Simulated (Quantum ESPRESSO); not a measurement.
The system is MgO2.

```
Mg O
1.0
     1.60476    0.92651    3.49398
    -1.60476    0.92651    3.49398
     0.00000   -1.85302    3.49398
Mg O
1 2
Direct
  0.00000 0.00000 0.00000
  0.57121 0.57121 0.57121
  0.42879 0.42879 0.42879
```

The cell comes from a database or a generator and needn't be the stable form of this composition.

```yaml
Program: Quantum ESPRESSO 7.5
Task: phonons
Functional: LDA
Potentials_or_basis: PseudoDojo 0.4.1 SR LDA standard
Cutoff: 1143 eV
Density_cutoff: 4572 eV
k_mesh: 8 × 8 × 8
Occupations: fermi-dirac, width 0.05 eV
Spin: no spin polarisation
Form_of_the_LDA_correlation: PW92
Mixing_beta: 0.5
Most_SCF_iterations: 120
SCF_threshold: 6e-10 Ry
```

The first run showed a gap, so the response started from a second, tighter run with fixed occupations.

Problem. Which optical modes does the crystal have at the zone centre, and which show in infrared and Raman spectra?

Solution. The optical modes are Eg + A2u + Eu + A1g. Infrared active: A2u + Eu. Raman active: Eg + A1g.

Optical modes at Γ, degenerate ones joined, polar ones without the macroscopic field:
| cm⁻¹ | components | symmetry | active in | IR intensity, summed ((D/Å)²/amu) |
| --- | --- | --- | --- | --- |
| 317 | 2 | Eg | Raman | 0.00 |
| 352 | 1 | A2u | IR | 7.18 |
| 371 | 2 | Eu | IR | 13.93 |
| 864 | 1 | A1g | Raman | 0.00 |

Zone-centre frequencies without and with the macroscopic field along z (cm⁻¹):
|  | optical modes in rising order |
| --- | --- |
| without | 317 317 352 371 371 864 |
| with the field | 317 317 371 371 491 864 |

Caveat: the atoms weren't relaxed first, which shifts the frequencies; the cell is more than 3 GPa from zero pressure, which shifts response properties; on a mesh that holds Γ this program's dielectric tensor can be off by some percent beyond the error of the mesh.
